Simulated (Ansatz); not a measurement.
# Yttrium, bcc under PBE: from relaxation to bulk modulus

What does PBE give for yttrium in the bcc structure? We relax it, solve it on a dense k-mesh, then scale the cell to 7 volumes from 88 to 112 % of the relaxed one and try a fit of the equation of state. The start is ferromagnetic. The k-meshes are 11×11×11 for the relaxation; 18×18×18 for the dense run; 18×18×18 for the volumes.

This is Y in the bcc structure; at room conditions it is hcp.

Computed with Ansatz 0.2.0 (DFT PBE, plane waves (420 eV) with PAW, scalar-relativistic, unless a step says otherwise).

**1. Starting point**

The structure is cubic, space group Im-3m (No. 229). Conventional cell: a = 4.042 Å, b = 4.042 Å, c = 4.042 Å, α = 90.00°, β = 90.00°, γ = 90.00°. Around Y (site symmetry m-3m) lie 8 Y at 3.50 Å.

Structure file:

```
CELL_PARAMETERS angstrom
-2.02086 2.02086 2.02086
2.02086 -2.02086 2.02086
2.02086 2.02086 -2.02086
ATOMIC_POSITIONS crystal
Y 0.00000 0.00000 0.00000
```

The atoms start with moments of +1 μB.

**2. Relaxation of the cell**

Contents of input.yaml:

```yaml
crystal:
  lattice:
    - [-2.0208580385, 2.0208580385, 2.0208580385]
    - [2.0208580385, -2.0208580385, 2.0208580385]
    - [2.0208580385, 2.0208580385, -2.0208580385]
  atoms:
    - { symbol: "Y", position: [0.0, 0.0, 0.0], spin: 1.0 }
hamiltonian:
  xc: pbe
  pseudopotentials:
    kind: paw
    azcp:
      "Y": "pseudopotentials/Y.paw.azcp"
basis:
  ecutwfc: 420
  fft_grid_basis: typed
kpoints:
  mp_grid: { grid: [11, 11, 11], shift: [0, 0, 0] }
magnetization:
  spin_polarized: true
scf:
  occupations: { method: fermi_dirac, width: 0.05 }
relax:
  max_steps: 60
  f_tol: 0.01
  cell: {}
```

After this run come: Single point on a dense mesh; At 88 % of the relaxed volume; At 92 % of the relaxed volume; At 96 % of the relaxed volume; At 100 % of the relaxed volume; At 104 % of the relaxed volume; At 108 % of the relaxed volume; At 112 % of the relaxed volume.

Q: Predict the outcome of this session. Wanted: space group; conventional cell; volume; shortest distance; gap on the mesh; magnetic state; relative to hcp.

**Answer**, as computed:

| quantity | value |
| --- | --- |
| space group (spins left aside) | Im-3m (No. 229) |
| conventional cell | a = 4.042 Å |
| volume | 33.012 Å³/atom |
| shortest distance | 3.500 Å |
| gap on the mesh | none (levels filled in part) |
| magnetic state | non-magnetic |
| relative to hcp | +126 meV/atom |

What this shows: From the guessed start the volume shrank by 0.0 % in 2 steps. It lies 126 meV/atom above the element's reference form at the same level (hcp, from a run of its own). The starting moments do not survive. Levels at the Fermi energy are filled in part, as in a metal. The symmetry was held, so the structure may be unstable against distortions that break it.
